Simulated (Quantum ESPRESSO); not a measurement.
**Ti under changes of volume**

One of the cells (17.020 Å³/atom); the others are scaled copies at fixed shape and fractional positions:

```
Ti
1.0
     4.56737    0.00000    0.00000
    -2.28369    3.95546    0.00000
     0.00000    0.00000    2.82624
Ti
3
Direct
  0.66667 0.33333 0.50000
  0.33333 0.66667 0.50000
  0.00000 0.00000 0.00000
```

This isn't the form of Ti at room conditions, which is hcp.

```yaml
Program: Quantum ESPRESSO 7.5
Functional: r2SCAN
Potentials_or_basis: SG15 PBE 1.2
Cutoff: 952 eV
Density_cutoff: 3810 eV
k_mesh: 5 × 5 × 6
Occupations: fermi-dirac, width 0.05 eV
Spin: no spin polarisation
```

| volume (Å³/atom) | energy over the lowest point (meV/atom) | pressure (GPa) |
| --- | --- | --- |
| 15.999 | ? | ? |
| 16.339 | 12.14 | 5.5 |
| 16.679 | 3.24 | 2.8 |
| 17.020 | 0.00 | 0.2 |
| 17.360 | 1.98 | -2.1 |
| 17.701 | 8.74 | -4.3 |

Problem. What does the run at 15.999 Å³/atom give?

Solution. Energy over the lowest point 27.19 meV/atom; pressure 8.6 GPa.

Worked out: A Birch-Murnaghan fit of order 3 (a polynomial in V^(-2/3)) to the other rows has its minimum at 17.06 Å³/atom with B0 = V·E''(V) = 122 GPa and B' = 3.4 at fixed shape and positions, which overstates the stiffness. It gives 27.23 meV/atom at 15.999 Å³/atom, against the run's 27.19, and -dE/dV = 8.7 GPa, against 8.6.

Energies are extrapolated to zero smearing.

Caveats: all runs use coarse meshes; the potentials were made for another functional, which shifts forces and pressure.
